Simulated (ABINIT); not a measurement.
Runs of ABINIT 10.8.3 (patched build) on Al2Cu. Symmetry: P4/mmm, No. 123, tetragonal system. The conventional cell has a = 4.105 Å, b = 4.105 Å, c = 2.891 Å, α = 90.00°, β = 90.00°, γ = 90.00°. Cu (site symmetry 4/mmm) is surrounded by 8 Al at 2.51 Å. Al (site symmetry mmm) is surrounded by 4 Cu at 2.51 Å. The cell comes from a database or a generator and needn't be the stable form of this composition.

| task | level | potentials or basis | cell | k mesh | cutoff (eV) | smearing | bands in the sums | broadening (eV) | scissor shift (eV) | tensor components | stop of the response cycle (tolvrs) | gap on the mesh (eV) | pressure (GPa) |
| --- | --- | --- | --- | --- | --- | --- | --- | --- | --- | --- | --- | --- | --- |
| optical spectrum | LDA | PseudoDojo NC SR LDA v0.4.1 standard | as given | 12 × 12 × 16, shifted | 1252 | fermi-dirac 0.1 eV | 20 | 0.2 | 0 | [11, 33] | - | - | -5.4 |
| phonons at a zone-boundary q | PBEsol | PseudoDojo NC SR PBEsol v0.4.1 standard | as given | 6 × 6 × 8 | 1143 | methfessel-paxton 0.136 eV | - | - | - | - | 1e-10 | none | -2.8 |
| single point | LDA | PseudoDojo NC SR LDA v0.4.1 standard | as given | 5 × 5 × 7 | 1252 | fermi-dirac 0.05 eV | - | - | - | - | - | none | -5.5 |
| relaxation of cell and atoms | PBEsol | PseudoDojo NC SR PBEsol v0.4.1 standard | relaxed | 5 × 5 × 7 | 1252 | fermi-dirac 0.05 eV | - | - | - | - | - | none | 0.0 |
| single point | PBEsol | PseudoDojo NC SR PBEsol v0.4.1 standard | as given | 5 × 5 × 7 | 1143 | fermi-dirac 0.05 eV | - | - | - | - | - | none | (a) |

Alike in all rows: no spin polarisation.

Question: Estimate the missing entries.

Answer: (a) -3.0.

Caveats: the intraband (Drude) term is left out (some runs); spectra need much finer meshes, so this one isn't converged (some runs); the mesh is coarse for a metal's response (some runs).

A k mesh can miss the band edges.

A gap of «none» marks a metal or a gap under the smearing width.

Not every run made on this cell is shown here.
